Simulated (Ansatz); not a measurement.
Input of an Ansatz 0.2.0 run:

input

```
crystal:
  lattice:
    - [2.6622503, -0.03624233, -0.00683095]
    - [-1.36251193, 2.23176068, 0.04189651]
    - [-0.00642903, 0.04181964, 2.48776073]
  atoms:
    - { symbol: Si, position: [0.0, 0.0, 0.0] }
hamiltonian:
  xc:
    exchange: hjs_pbesol
    correlation: pbesol
    exx: { coeff: 0.25, omega: 0.207 }
  pseudopotentials: { kind: paw }
kpoints:
  mp_grid: { grid: [6, 6, 6] }
  band_path:
    path:
      - [[-0.5, 0.0, 0.0], [0.0, 0.0, 0.0], [0.0, 0.0, -0.5]]
      - [[-0.5, 0.0, -0.5], [0.0, 0.0, 0.0], [0.5, -0.5, 0.0]]
      - [[0.0, -0.5, 0.0], [0.0, 0.0, 0.0], [0.5, -0.5, -0.5]]
      - [[0.0, -0.5, -0.5], [0.0, 0.0, 0.0]]
    npoints: 4
scf:
  occupations: { method: fermi_dirac, width: 0.05 }
  n_extra_bands: 6
output:
  forces: true
  stress: true
  eigenvalues: true
  fatbands: false
```

Question: What does it give for the band gap on the k mesh?

Answer: None (metal or under the smearing width).

Question: What does it give for the pressure?

Answer: -0.3 GPa.

Stress tensor (GPa, compression positive):
```
10.41 -2.44 -1.37
-2.44 -5.86 -4.61
-1.37 -4.61 -5.52
```

Caveat: the k mesh is coarse (spacing up to 0.47 Å⁻¹), so the values aren't converged, least of all with exact exchange; the PAW data sets come from PBE, with cores solved anew for the run's functional, which leaves a small shift of forces and pressure; the thresholds are loose for stress.
